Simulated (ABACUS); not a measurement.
Wanted: the native input for an ABACUS 3.10.1 run.

```
Task                                          : band structure
Functional                                    : LDA
Potentials or basis                           : PseudoDojo NC SR 0.4.1 LDA standard
Cutoff                                        : 1361 eV
Density cutoff                                : 5442 eV
Basis                                         : DZP LCAO (the cutoffs set its grid)
Occupations                                   : fermi-dirac, width 0.05 eV
Spin                                          : no spin polarisation
Hubbard terms                                 : Zr d U = 6 eV
Radial cutoff of the potentials (pseudo_rcut) : 7 bohr
Orbital files                                 : Zr Zr_confined-atom_8au_3s2p2d1f.orb, B B_confined-atom_7au_2s2p1d.orb
Density                                       : read from an earlier self-consistent run
Path                                          : G-M-K-G-A-L-H-A, L-M, K-H
Points for each segment of the path           : 10
SCF threshold on the density                  : 1e-06
Max SCF steps                                 : 120
Eigensolver                                   : genelpa
Mixing                                        : broyden
Mixing share                                  : 0.2
Symmetry key                                  : -1
Bands                                         : 19
Threshold to restart the mixing               : 0.0005
Hubbard projectors                            : numerical atomic orbitals
```

Crystal: ZrB2.

```
Zr B
1.0
     3.17000    0.00000    0.00000
    -1.58500    2.74530    0.00000
     0.00000    0.00000    3.53300
Zr B
1 2
Cartesian
  0.0000 0.0000 0.0000
  1.5850 0.9151 1.7665
  0.0000 1.8302 1.7665
```

One way to write it, as run:

INPUT

```
INPUT_PARAMETERS
suffix              ZrB2
calculation         nscf
basis_type          lcao
pseudo_dir          ./
orbital_dir         ./
symmetry            -1
dft_functional      pz
ecutwfc             100.0
pseudo_rcut         7
nspin               1
nbands              19
ks_solver           genelpa
smearing_method     fd
smearing_sigma      0.00367493
scf_thr             1e-06
scf_nmax            120
mixing_type         broyden
mixing_beta         0.2
dft_plus_u          1
orbital_corr        2 -1
hubbard_u           6 0
mixing_restart      0.0005
mixing_dmr          1
init_chg            file
out_band            1
```

STRU

```
ATOMIC_SPECIES
Zr 91.2240 Zr.upf
B 10.8100 B.upf

NUMERICAL_ORBITAL
Zr_confined-atom_8au_3s2p2d1f.orb
B_confined-atom_7au_2s2p1d.orb

LATTICE_CONSTANT
5.9904318151

LATTICE_VECTORS
1.0000000000 0.0000000000 0.0000000000
-0.5000000000 0.8660254038 0.0000000000
0.0000000000 0.0000000000 1.1145110410

ATOMIC_POSITIONS
Cartesian

Zr
0.0
1
0.0000000000 0.0000000000 0.0000000000 1 1 1

B
0.0
2
0.5000000000 0.2886751346 0.5572555205 1 1 1
-0.0000000001 0.5773502692 0.5572555205 1 1 1
```

KPT

```
K_POINTS
12
Line
0.00000000 0.00000000 0.00000000 10 // G
0.50000000 0.00000000 0.00000000 10 // M
0.33333333 0.33333333 0.00000000 10 // K
0.00000000 0.00000000 0.00000000 10 // G
0.00000000 0.00000000 0.50000000 10 // A
0.50000000 0.00000000 0.50000000 10 // L
0.33333333 0.33333333 0.50000000 10 // H
0.00000000 0.00000000 0.50000000 1 // A
0.50000000 0.00000000 0.50000000 10 // L
0.50000000 0.00000000 0.00000000 1 // M
0.33333333 0.33333333 0.00000000 10 // K
0.33333333 0.33333333 0.50000000 1 // H
```

Potentials or basis: PseudoDojo NC SR 0.4.1 LDA standard, DZP LCAO (the cutoffs set its grid).

The run is started by

```console
$ OMP_NUM_THREADS=1 mpirun -np 4 abacus > log
```

It took 1.4 s on 4 MPI ranks on Intel(R) Xeon(R) Platinum 8223CL CPU @ 3.00GHz (Skylake/Cascade Lake), with other jobs on the host, peak memory 0.44 GiB a rank.
